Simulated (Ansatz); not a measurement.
Calculation for Os (fcc type): DFT, PBE, PAW with Ansatz's default frozen-core files, scalar-relativistic (Ansatz 0.2.0). This run: fcc relaxed.

The start is a guessed cell of a prototype that needn't be stable.

Command: `ansatz run input.yaml --threads 1 --pin off --max-ram 3072MiB --backend cpu --events-out ev --progress --plain --runs-dir out`

```yaml
crystal:
  lattice:
    - [0.0, 1.9256898635, 1.9256898635]
    - [1.9256898635, 0.0, 1.9256898635]
    - [1.9256898635, 1.9256898635, 0.0]
  atoms:
    - { symbol: Os, position: [0.0, 0.0, 0.0] }
kpoints:
  mp_grid: { grid: [18, 18, 18] }
scf:
  occupations: { method: fermi_dirac, width: 0.05 }
hamiltonian:
  xc: pbe
  pseudopotentials: { kind: paw }
output:
  forces: true
  stress: true
relax:
  f_tol: 0.005
  max_steps: 40
  cell: {}
```

Output:

```
Engine: ansatz 0.2.0
Pseudopotentials: kind: paw
Pseudopotential: Os, paw, valence charge 16, recommended cutoff 420 eV (normal), Os.paw.azcp
Functional definition: PBE
  parameter kappa = 0.804
  parameter beta = 0.06672455060314922
  exchange = pbe_x(kappa = kappa, mu = beta*pi^2/3)
  correlation = pbe_c(beta = beta)
Crystal: 1 atoms, lattice volume = 14.282 Å³
Basis set: ecut = 420 eV, 283 PW (Γ), exchange–correlation on 40×40×40 points (8 copies of the dense FFT grid, shifted against one another)
Bands: 12, of which v1, the nominal top of the filled ones, is band 8 counted from 1 (7 counted from 0)
Symmetry: 48 space group operations
Space group: Fm-3m (ITA 225), of the structure as read, at distance tolerance 2.4e-5 Å
k-points: 195 of 5832
Non-local potential: Os, projectors of the file, l = 0: 3, l = 1: 2, l = 2: 2, l = 3: 1
PAW form: soft (Blöchl's): semilocal exchange-correlation on the pseudo side does not see the compensation charge
PAW one-centre angular grid: Os, 590 points (default); XC on 64 Gauss nodes
Initial density: superposition of atomic densities (neutral atoms: chi_scale 0, normalization atom), corrected by the library's trained network
Initial wavefunctions: pseudopotential atomic-orbital guess
Functional: x = pbe(κ = 0.804, μ = 0.2195149727645171), c = pbe(β = 0.06672455060314922)
SCF iter   1: F=—  HF=-11384.413419 eV  |F-HF|=—  |Δ(HF+E_count)|=         —  Δρ=6.01e-3  dr2=9.88e-4  ethr=1.77e-3  ⟨swp⟩=5.1  Hψ=11976  notcnv=0
preconditioner: auto → none  [metal: Δε(μ)=0.019 eV  Ē_g=11.830 eV  σ=0.050 eV  W_gap=0.10  n_scr=0 (ndim 8)  ℏωp=27.8 eV  f_vac=0.000  D(μ)=0.78/eV (n_scr^D=8)]
SCF iter   2: F=—  HF=-11384.413508 eV  |F-HF|=—  |Δ(HF+E_count)|=   8.94e-5  Δρ=3.00e-3  dr2=2.20e-4  ethr=6.17e-6  ⟨swp⟩=2.1  Hψ=4438  notcnv=0
SCF iter   3: F=—  HF=-11384.413801 eV  |F-HF|=—  |Δ(HF+E_count)|=   2.93e-4  Δρ=6.28e-4  dr2=3.72e-5  ethr=1.38e-6  ⟨swp⟩=2.0  Hψ=3150  notcnv=0
SCF iter   4: F=—  HF=-11384.413793 eV  |F-HF|=—  |Δ(HF+E_count)|=   7.67e-6  Δρ=1.10e-4  dr2=1.22e-6  ethr=2.32e-7  ⟨swp⟩=2.5  Hψ=3421  notcnv=0
iter 5 did not close the SCF: its close was put off for the readings that it lacked (scf_convergence_deferred on its scf_iter line)
SCF iter   5: F=-11384.413793 eV  HF=-11384.413793 eV  |F-HF|=3.53e-10  |Δ(HF+E_count)|=   1.89e-7  Δρ=1.46e-5  dr2=1.17e-8  ethr=7.62e-9  ⟨swp⟩=2.4  Hψ=3482  notcnv=0
SCF iter   6: F=-11384.413793 eV  HF=-11384.413793 eV  |F-HF|=1.22e-10  |Δ(HF+E_count)|=   4.19e-9  Δρ=1.54e-6  dr2=2.15e-10  ethr=7.34e-11  ⟨swp⟩=1.9  Hψ=7065  notcnv=0
SCF 1 converged in 6 iterations: F = -11384.413793 eV  dr2 = 2.15e-10
  greatest PAW one-centre occupation: 1.000 electrons in one spin orbital (limit 2), on the Os atom at site 0 (counted from 0), in its partial waves of l = 0
relax step   1: F+E_penalty+E_count = -11384.41379324 eV  Δ(F+E_penalty+E_count) = +0.000e0 eV  max|allowed force component| = 0.000e0 eV/Å  Δτ_max = 0.0000 Å  P = +1.352 GPa  Ω = 14.282 Å³  (6 SCF iters, dr2 threshold 1.00e-7 eV, accepted)
Crystal: 1 atoms, lattice volume = 14.432 Å³
Initial density: handed on by an earlier stage of this run
Initial wavefunctions: those handed on with the density
iter 1 solved again at ethr=6.20e-8 eV; its pass at ethr=3.10e-3 eV (dr2=9.92e-6 eV) is discarded
SCF iter   1: F=—  HF=-11384.413068 eV  |F-HF|=—  |Δ(HF+E_count)|=         —  Δρ=4.05e-4  dr2=1.00e-5  ethr=6.20e-8  ⟨swp⟩=2.0  Hψ=15874  notcnv=0
preconditioner: auto → none  [metal: Δε(μ)=0.016 eV  Ē_g=11.712 eV  σ=0.050 eV  W_gap=0.08  n_scr=0 (ndim 8)  ℏωp=27.6 eV  f_vac=0.000  D(μ)=0.80/eV (n_scr^D=8)]
SCF iter   2: F=—  HF=-11384.413070 eV  |F-HF|=—  |Δ(HF+E_count)|=   2.30e-6  Δρ=1.95e-4  dr2=1.71e-6  ethr=6.20e-8  ⟨swp⟩=2.0  Hψ=3022  notcnv=0
SCF iter   3: F=—  HF=-11384.413071 eV  |F-HF|=—  |Δ(HF+E_count)|=   1.47e-6  Δρ=3.44e-5  dr2=1.37e-7  ethr=1.07e-8  ⟨swp⟩=2.0  Hψ=3250  notcnv=0
SCF iter   4: F=-11384.413071 eV  HF=-11384.413071 eV  |F-HF|=3.04e-10  |Δ(HF+E_count)|=   1.36e-8  Δρ=5.22e-6  dr2=8.51e-10  ethr=6.25e-10  ⟨swp⟩=4.0  Hψ=7046  notcnv=0
SCF 2 converged in 4 iterations: F = -11384.413071 eV  dr2 = 8.51e-10
relax step   2: F+E_penalty+E_count = -11384.41307127 eV  Δ(F+E_penalty+E_count) = +7.220e-4 eV  max|allowed force component| = 0.000e0 eV/Å  Δτ_max = 0.0000 Å  P = -2.682 GPa  Ω = 14.432 Å³  energy of the carried Pulay correction = -8.035e-5 eV  (4 SCF iters, dr2 threshold 1.00e-7 eV, rejected (line search))
Crystal: 1 atoms, lattice volume = 14.332 Å³
iter 1 solved again at ethr=2.90e-8 eV; its pass at ethr=3.10e-3 eV (dr2=4.65e-6 eV) is discarded
SCF iter   1: F=—  HF=-11384.413974 eV  |F-HF|=—  |Δ(HF+E_count)|=         —  Δρ=2.71e-4  dr2=4.53e-6  ethr=2.90e-8  ⟨swp⟩=2.0  Hψ=15365  notcnv=0
preconditioner: auto → none  [metal: Δε(μ)=0.016 eV  Ē_g=11.790 eV  σ=0.050 eV  W_gap=0.08  n_scr=0 (ndim 8)  ℏωp=27.7 eV  f_vac=0.000  D(μ)=0.79/eV (n_scr^D=8)]
SCF iter   2: F=—  HF=-11384.413976 eV  |F-HF|=—  |Δ(HF+E_count)|=   1.98e-6  Δρ=1.30e-4  dr2=7.56e-7  ethr=2.83e-8  ⟨swp⟩=2.0  Hψ=3024  notcnv=0
SCF iter   3: F=—  HF=-11384.413974 eV  |F-HF|=—  |Δ(HF+E_count)|=   2.16e-6  Δρ=2.31e-5  dr2=5.95e-8  ethr=4.72e-9  ⟨swp⟩=2.0  Hψ=3102  notcnv=0
SCF iter   4: F=—  HF=-11384.413974 eV  |F-HF|=—  |Δ(HF+E_count)|=   4.25e-9  Δρ=3.41e-6  dr2=3.62e-10  ethr=3.72e-10  ⟨swp⟩=2.4  Hψ=3528  notcnv=0
SCF iter   5: F=-11384.413974 eV  HF=-11384.413974 eV  |F-HF|=0.00e0  |Δ(HF+E_count)|=  1.20e-10  Δρ=2.10e-7  dr2=1.75e-12  ethr=1.00e-12  ⟨swp⟩=3.7  Hψ=10098  notcnv=0
SCF 3 converged in 5 iterations: F = -11384.413974 eV  dr2 = 1.75e-12
relax step   3: F+E_penalty+E_count = -11384.41397361 eV  Δ(F+E_penalty+E_count) = -1.804e-4 eV  max|allowed force component| = 0.000e0 eV/Å  Δτ_max = 0.0000 Å  P = -0.018 GPa  Ω = 14.332 Å³  energy of the carried Pulay correction = -2.684e-5 eV  (5 SCF iters, accepted)
Initial wavefunctions: pseudopotential atomic-orbital guess (no wavefunctions were taken with the density)
iter 1 solved again at ethr=1.10e-7 eV; its pass at ethr=3.10e-3 eV (dr2=1.76e-5 eV) is discarded
SCF iter   1: F=—  HF=-11384.413997 eV  |F-HF|=—  |Δ(HF+E_count)|=         —  Δρ=9.25e-6  dr2=2.11e-9  ethr=1.10e-7  ⟨swp⟩=3.0  Hψ=18185  notcnv=0
eigensolver tolerance schedule: the retry pair's looser diagonalisation over-reported the residual by 8357.96 of it (diagonalisation noise at 0.42 of the residual, at the tolerance the schedule requests for it); recorded, not acted on — ethr = c·dr2/N_el stays at c = 1.0e-1
SCF iter   2: F=—  HF=-11384.413996 eV  |F-HF|=—  |Δ(HF+E_count)|=   1.22e-6  Δρ=4.51e-6  dr2=4.70e-10  ethr=1.32e-11  ⟨swp⟩=2.5  Hψ=4076  notcnv=0
SCF iter   3: F=—  HF=-11384.413996 eV  |F-HF|=—  |Δ(HF+E_count)|=  3.09e-11  Δρ=1.13e-6  dr2=6.19e-11  ethr=2.94e-12  ⟨swp⟩=2.0  Hψ=3034  notcnv=0
SCF iter   4: F=-11384.413996 eV  HF=-11384.413996 eV  |F-HF|=0.00e0  |Δ(HF+E_count)|=  7.28e-12  Δρ=2.10e-7  dr2=4.16e-12  ethr=1.00e-12  ⟨swp⟩=3.1  Hψ=10167  notcnv=0
SCF 4 converged in 4 iterations: F = -11384.413996 eV  dr2 = 4.16e-12
relax step   4: F+E_penalty+E_count = -11384.41399597 eV  Δ(F+E_penalty+E_count) = -2.236e-5 eV  max|allowed force component| = 0.000e0 eV/Å  Δτ_max = 0.0000 Å  P = -0.020 GPa  Ω = 14.332 Å³  stress off target by 2.00e-2 GPa  SCF on the basis re-selected at this cell (its energy is not comparable with the rows above)  (4 SCF iters)
basis re-selected at this cell: Δ(F+E_penalty+E_count) = -2.236e-5 eV, ΔP = -0.002 GPa vs the last step (what re-selecting the basis moved, of the pressure what is left beyond the Pulay correction that the steps carried, after the strain that the cell walked since its last selection, with what the two solves' SCF thresholds leave and, on support functions, any second-order correction that the steps lacked; it is no measure of the basis error at this ecutwfc). This SCF's stress stands 2.00e-2 GPa from its target on what of the cell is left free (relax.cell.stress_tol is 5.00e-2 GPa) and its largest allowed force component is 0.00e0 eV/Å (relax.f_tol is 5.00e-3 eV/Å): within both
SCF converged after 4 iterations
Free energy (F): -11384.413996 eV
Harris-Foulkes:  -11384.413996 eV  (|F-HF|=0.00e0)
Internal energy: -11384.407446 eV  (E = F + TS)
E sigma→0 (E₀):  -11384.410721 eV
Entropy (-TS):   -0.006550 eV (-6.550 meV/atom)
Fermi energy:    25.124055 eV
--- Per-component energies (eV) ---
  E_band       = -75.145448
  E_kinetic    = 561.594895
  E_local      = -806.659572  (includes V_loc(G=0)·N_el)
  E_nonlocal   = -2.000067
  E_hartree    = 332.619302
  E_xc         = -266.623509
  E_vxc        = -283.950277  (∫ρ·V_xc dr)
  E_paw        = -9011.712122  (= ΣΔE_a)
  E_vpaw       = -209.369001  (= ΣTr[D̂ρ^β])
  E_aug_tail   = -0.000087  (compensation charges beyond the density's cutoff)
  E_ewald      = -2191.626285
  E_smearing   = -0.006550  (= −TS)
  E_closure    = 0.000000  (closes the sum)
  Σ components = -11384.413996   (vs F -11384.413996, Δ=0.00e0)
--- Forces (eV/Å), atoms counted from 1 ---
  atom   1  Os     0.00000000    -0.00000000     0.00000000
  max |Σ_I F_I| component: 7.60e-32 eV/Å
--- Stress (GPa, compression-positive) ---
       -0.020048      -0.000000      -0.000000
       -0.000000      -0.020048      -0.000000
       -0.000000      -0.000000      -0.020048
  P = ⅓ Tr σ = -0.0200 GPa (-0.200 kbar)
--- Relaxed structure (3 steps of the walk, 2 accepted, 1 SCFs on fresh bases) ---
  F+E_penalty+E_count = -11384.41399597 eV   max|allowed force component| = 0.000e0 eV/Å   (the final SCF, on the basis selected at the relaxed cell)
  cell:  # Å, volume = 14.3319 Å³
    - [3.8215290246716924e-35, 1.9279312760323914, 1.9279312760323914]
    - [1.9279312760323914, 8.916901057567282e-35, 1.9279312760323914]
    - [1.9279312760323914, 1.9279312760323914, 1.9107645123358462e-35]
  atoms:
    - { symbol: Os, position: [0.0, 0.0, 0.0] }
```

Next run (bcc relaxed), as changes to the input before:

```diff
   lattice:
-    - [0.0, 1.9256898635, 1.9256898635]
-    - [1.9256898635, 0.0, 1.9256898635]
-    - [1.9256898635, 1.9256898635, 0.0]
+    - [-1.5284210575, 1.5284210575, 1.5284210575]
+    - [1.5284210575, -1.5284210575, 1.5284210575]
+    - [1.5284210575, 1.5284210575, -1.5284210575]
   atoms:
 kpoints:
-  mp_grid: { grid: [18, 18, 18] }
+  mp_grid: { grid: [19, 19, 19] }
 scf:
```

Results part of the output:

```
basis re-selected at this cell: Δ(F+E_penalty+E_count) = -2.316e-4 eV, ΔP = -0.026 GPa vs the last step (what re-selecting the basis moved, of the pressure what is left beyond the Pulay correction that the steps carried, after the strain that the cell walked since its last selection, with what the two solves' SCF thresholds leave and, on support functions, any second-order correction that the steps lacked; it is no measure of the basis error at this ecutwfc). This SCF's stress stands 1.09e-2 GPa from its target on what of the cell is left free (relax.cell.stress_tol is 5.00e-2 GPa) and its largest allowed force component is 0.00e0 eV/Å (relax.f_tol is 5.00e-3 eV/Å): within both
SCF converged after 5 iterations
Free energy (F): -11383.659393 eV
Harris-Foulkes:  -11383.659393 eV  (|F-HF|=5.46e-12)
Internal energy: -11383.646405 eV  (E = F + TS)
E sigma→0 (E₀):  -11383.652899 eV
Entropy (-TS):   -0.012989 eV (-12.989 meV/atom)
Fermi energy:    24.660961 eV
--- Per-component energies (eV) ---
  E_band       = -86.316692
  E_kinetic    = 562.113981
  E_local      = -838.911130  (includes V_loc(G=0)·N_el)
  E_nonlocal   = -2.014441
  E_hartree    = 342.695244
  E_xc         = -266.248590
  E_vxc        = -283.419002  (∫ρ·V_xc dr)
  E_paw        = -9011.791771  (= ΣΔE_a)
  E_vpaw       = -209.476507  (= ΣTr[D̂ρ^β])
  E_aug_tail   = -0.000071  (compensation charges beyond the density's cutoff)
  E_ewald      = -2169.489627
  E_smearing   = -0.012989  (= −TS)
  E_closure    = 0.000000  (closes the sum)
  Σ components = -11383.659393   (vs F -11383.659393, Δ=0.00e0)
--- Forces (eV/Å), atoms counted from 1 ---
  atom   1  Os     0.00000000     0.00000000    -0.00000000
  max |Σ_I F_I| component: 2.96e-31 eV/Å
--- Stress (GPa, compression-positive) ---
       -0.010948      -0.000000       0.000000
       -0.000000      -0.010948       0.000000
       -0.000000      -0.000000      -0.010948
  P = ⅓ Tr σ = -0.0109 GPa (-0.109 kbar)
--- Relaxed structure (4 steps of the walk, 3 accepted, 1 SCFs on fresh bases) ---
  F+E_penalty+E_count = -11383.65939349 eV   max|allowed force component| = 0.000e0 eV/Å   (the final SCF, on the basis selected at the relaxed cell)
  cell:  # Å, volume = 14.7779 Å³
    - [-1.5459096614191847, 1.5459096614191847, 1.5459096614191847]
    - [1.5459096614191847, -1.5459096614191847, 1.5459096614191847]
    - [1.5459096614191847, 1.5459096614191847, -1.5459096614191847]
  atoms:
    - { symbol: Os, position: [0.0, 0.0, 0.0] }
```

Next run (hcp relaxed), as changes to the input before:

```diff
   lattice:
-    - [-1.5284210575, 1.5284210575, 1.5284210575]
-    - [1.5284210575, -1.5284210575, 1.5284210575]
-    - [1.5284210575, 1.5284210575, -1.5284210575]
+    - [2.7305981567, 0.0, 0.0]
+    - [-1.3652990784, 2.3647673712, 0.0]
+    - [0.0, 0.0, 4.4235690139]
   atoms:
-    - { symbol: Os, position: [0.0, 0.0, 0.0] }
+    - { symbol: Os, position: [0.3333333333, 0.6666666667, 0.25] }
+    - { symbol: Os, position: [0.6666666667, 0.3333333333, 0.75] }
 kpoints:
-  mp_grid: { grid: [19, 19, 19] }
+  mp_grid: { grid: [17, 17, 9] }
 scf:
   stress: true
+  write_density: true
+  write_potential: true
+  elf: true
+  volumetric_format: npy
 relax:
```

Results part of the output:

```
basis re-selected at this cell: Δ(F+E_penalty+E_count) = +4.810e-5 eV, ΔP = +0.001 GPa vs the last step (what re-selecting the basis moved, of the pressure what is left beyond the Pulay correction that the steps carried, after the strain that the cell walked since its last selection, with what the two solves' SCF thresholds leave and, on support functions, any second-order correction that the steps lacked; it is no measure of the basis error at this ecutwfc). This SCF's stress stands 1.22e-2 GPa from its target on what of the cell is left free (relax.cell.stress_tol is 5.00e-2 GPa) and its largest allowed force component is 1.71e-16 eV/Å (relax.f_tol is 5.00e-3 eV/Å): within both
SCF converged after 8 iterations
Free energy (F): -22769.100203 eV
Harris-Foulkes:  -22769.100203 eV  (|F-HF|=7.28e-12)
Internal energy: -22769.090573 eV  (E = F + TS)
E sigma→0 (E₀):  -22769.095388 eV
Entropy (-TS):   -0.009630 eV (-4.815 meV/atom)
Fermi energy:    25.415256 eV
--- Per-component energies (eV) ---
  E_band       = -147.860102
  E_kinetic    = 1122.963942
  E_local      = -1606.606101  (includes V_loc(G=0)·N_el)
  E_nonlocal   = -4.117580
  E_hartree    = 663.326920
  E_xc         = -533.362125
  E_vxc        = -568.060152  (∫ρ·V_xc dr)
  E_paw        = -18023.392266  (= ΣΔE_a)
  E_vpaw       = -418.693862  (= ΣTr[D̂ρ^β])
  E_aug_tail   = -0.000190  (compensation charges beyond the density's cutoff)
  E_ewald      = -4387.903174
  E_smearing   = -0.009630  (= −TS)
  E_closure    = 0.000000  (closes the sum)
  Σ components = -22769.100203   (vs F -22769.100203, Δ=0.00e0)
--- Forces (eV/Å), atoms counted from 1 ---
  atom   1  Os     0.00000000     0.00000000    -0.00000000
  atom   2  Os    -0.00000000    -0.00000000     0.00000000
  max |Σ_I F_I| component: 6.94e-17 eV/Å
--- Stress (GPa, compression-positive) ---
       -0.004747       0.000000      -0.000000
        0.000000      -0.004747      -0.000000
       -0.000000      -0.000000       0.012242
  P = ⅓ Tr σ = 0.0009 GPa (0.009 kbar)
--- Band table (eV; the first three rows and the last of 165) ---
  k-point 0: bands = ["-61.1911", "-61.0838", "-21.1629", "-20.2905", "-20.2905", "-20.1212", "-20.1212", "-20.0651", "14.6144", "17.7738", "22.4154", "22.4154", "22.6957", "23.2385", "23.2385", "23.8489", "23.8489", "25.4249", "27.0335", "27.0335"]
  k-point 1: bands = ["-61.1879", "-61.0871", "-21.1316", "-20.2854", "-20.2854", "-20.1263", "-20.1263", "-20.1001", "14.7667", "17.7927", "22.3186", "22.3186", "22.6069", "23.1384", "23.1384", "24.0808", "24.0808", "24.9247", "27.0542", "27.0542"]
  k-point 2: bands = ["-61.1786", "-61.0964", "-21.0409", "-20.2708", "-20.2708", "-20.2004", "-20.1411", "-20.1411", "15.2066", "17.8138", "22.1655", "22.1655", "22.3714", "22.8876", "22.8876", "23.8212", "24.6240", "24.6240", "27.0508", "27.0508"]
  k-point 164: bands = ["-61.0797", "-61.0785", "-20.9449", "-20.9365", "-20.7044", "-20.6454", "-20.2709", "-20.2610", "19.5389", "19.6706", "20.4919", "20.7186", "21.9979", "22.0493", "23.9549", "24.3138", "26.9529", "27.0664", "32.8156", "33.1438"]
--- Relaxed structure (5 steps of the walk, 4 accepted, 1 SCFs on fresh bases) ---
  F+E_penalty+E_count = -22769.10020297 eV   max|allowed force component| = 1.712e-16 eV/Å   (the final SCF, on the basis selected at the relaxed cell)
  cell:  # Å, volume = 28.5535 Å³
    - [2.755475304716556, 2.9130508560082096e-11, -4.92255537524891e-30]
    - [-1.3777376523835059, 2.3863116133706397, -4.0373420493042793e-19]
    - [9.661673771425886e-33, -7.552312081654754e-19, 4.342452926233165]
  atoms:
    - { symbol: Os, position: [0.33333333333333337, 0.6666666666666665, 0.24999999999999997] }
    - { symbol: Os, position: [0.6666666666666667, 0.33333333333333326, 0.75] }
```

Spin–orbit coupling is left out, which matters for the heavy atoms.
